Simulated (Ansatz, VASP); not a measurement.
**H: VASP beside Ansatz**

File INCAR:

```
PREC = Accurate
ENCUT = 600
EDIFF = 1E-6
ISMEAR = -1
SIGMA = 0.05
LREAL = False
LASPH = True
NELM = 60
ALGO = Normal
ISIF = 3
LWAVE = False
LCHARG = False
GGA = PS
IBRION = 2
NSW = 60
EDIFFG = -0.02
```

The input KPOINTS:

```
Automatic mesh
0
Gamma
  10 10 26
```

File POSCAR:

```
H
1.0
    2.6496387389      0.0000000000      0.0000000000
    0.0000000000      2.6496387389      0.0000000000
    0.0000000000      0.0000000000      0.9804929200
H
1
Direct
    0.0000000000      0.0000000000      0.5000000000
```

File input.yaml:

```yaml
crystal:
  lattice:
    - [2.6496387389, 0.0, 0.0]
    - [0.0, 2.6496387389, 0.0]
    - [0.0, 0.0, 0.98049292]
  atoms:
    - { symbol: H, position: [0.0, 0.0, 0.5] }
hamiltonian:
  xc: pbesol
  pseudopotentials: { kind: paw }
kpoints:
  mp_grid: { grid: [10, 10, 26] }
scf:
  occupations: { method: fermi_dirac, width: 0.05 }
output:
  forces: true
  stress: true
  eigenvalues: true
relax:
  f_tol: 0.01
  max_steps: 40
  cell: { stress_tol: 0.05 }
```

Alike in both runs: task relaxation of cell and atoms; functional PBEsol; k mesh 10 × 10 × 26; occupations fermi-dirac, width 0.05 eV; no spin polarisation.

```csv
,VASP,Ansatz
version,VASP 6.6.1,Ansatz 0.2.0
potentials or method,"VASP PAW PBE potentials, release 64 (H)",Ansatz PAW
plane-wave cutoff (eV),600,420
valence electrons in the cell,1,1
```

VASP gave:

| Item | Value |
| --- | --- |
| gap on the k mesh at the Fermi level, each at its own relaxed structure (eV) | none |
| relaxed volume (Å³/atom) | 8.71 |
| relaxed cell length with the largest relative difference (Å) | 2.967 |
| energy change over the relaxation (meV/atom) | -7 |

Problem. Estimate Ansatz's values.

Solution. gap on the k mesh at the Fermi level, each at its own relaxed structure (eV): none; relaxed volume (Å³/atom): 10.26; relaxed cell length with the largest relative difference (Å): 3.218; energy change over the relaxation (meV/atom): -11.

A gap of «none» marks a metal or a gap that the smearing closes. One of these differences is far larger than is usual between the two programs; its cause wasn't traced.

Caveats: the volume moved by over 15 % at a fixed basis, so the end points are rough; the PAW data sets were made with another functional, which shifts forces and pressure a little (VASP); the plane-wave basis is chosen anew once the cell has moved, so the energies of steps on either side of that aren't comparable (Ansatz).
